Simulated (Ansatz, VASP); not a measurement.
**One calculation of BaTiO3, two programs**

```xyz
5
Lattice="2.7510 1.5883 2.2462 -2.7510 1.5883 2.2462 0.0000 -3.1766 2.2462" Properties=species:S:1:pos:R:3 pbc="T T T"
Ba    0.0000    0.0000    0.0257
Ti    0.0000    0.0000    3.3947
O     0.0000    1.5883    2.2723
O    -1.3755   -0.7941    2.2723
O     1.3755   -0.7941    2.2723
```

Alike in both runs: functional PBE; k mesh 6 × 6 × 6; occupations gaussian, width 0.02 eV; no spin polarisation.

Ansatz relaxed the structure, and its values are those at the end. VASP's run is a single point on that final structure, the one shown.

|  | VASP | Ansatz |
| --- | --- | --- |
| version | VASP 6.6.1 | Ansatz 0.2.0 |
| potentials or method | VASP PAW PBE potentials, release 64 (Ba_sv, Ti_sv, O) | scalar-relativistic, plane waves, PAW |
| plane-wave cutoff (eV) | 520 | 420 |
| valence electrons in the cell | 40 | 40 |

|  | VASP | Ansatz | Ansatz less VASP |
| --- | --- | --- | --- |
| gap on the k mesh at the Fermi level (eV) | 1.91 | 1.99 | +0.081 |
| least direct gap on the mesh (eV) | 1.96 | 1.99 | +0.029 |
| pressure (GPa) | 22.3 | 19.8 | -2.46 |

Caveats: so large a pressure means that the cell lies far from this level's equilibrium, or that cutoff or potentials fall short (VASP); spin-orbit coupling is left out, which moves the levels of the heavy elements. A k mesh can miss the band edges. PBE gaps usually lie below the measured ones, often by a third to a half.
